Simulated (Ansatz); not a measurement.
## Ge under changes of volume

One of the cells (22.639 Å³/atom); the others are scaled copies at fixed shape and fractional positions:

```
Ge
1.0
     0.00000    2.82891    2.82891
     2.82891    0.00000    2.82891
     2.82891    2.82891    0.00000
Ge
2
Direct
  0.75000 0.75000 0.75000
  0.50000 0.50000 0.50000
```

* Program: Ansatz 0.2.0
* Functional: PBE
* Dispersion: D4
* Potentials or basis: all-electron LAPW, scalar-relativistic
* Cutoff: 316 eV (chosen from the basis error)
* Basis error allowed: 0.001 eV/atom
* k mesh: 8 × 8 × 8
* Occupations: fermi-dirac, width 0.1 eV
* Spin: collinear spin, ferromagnetic start
* Starting moments: [1.0, 0.0] μB
* Fixed moment: 1 μB

```tsv
volume (Å³/atom)	energy over the lowest point (meV/atom)	pressure (GPa)
21.281	105.48	10.9
21.733	77.13	9.1
22.186	53.63	7.4
22.639	?	?
23.092	19.44	4.6
23.545	8.04	3.4
23.997	0.00	2.3
```

Question: What does the run at 22.639 Å³/atom give?

Answer: Energy over the lowest point 34.52 meV/atom; pressure 6.0 GPa.

Worked out: A Birch-Murnaghan fit of order 3 (a polynomial in V^(-2/3)) to the other rows has no minimum within the range. It gives 34.52 meV/atom at 22.639 Å³/atom, against the run's 34.52, and -dE/dV = 6.0 GPa, against 6.0.

Energies are extrapolated to zero smearing.

Caveats: the total moment is fixed, so each spin has its own Fermi level.
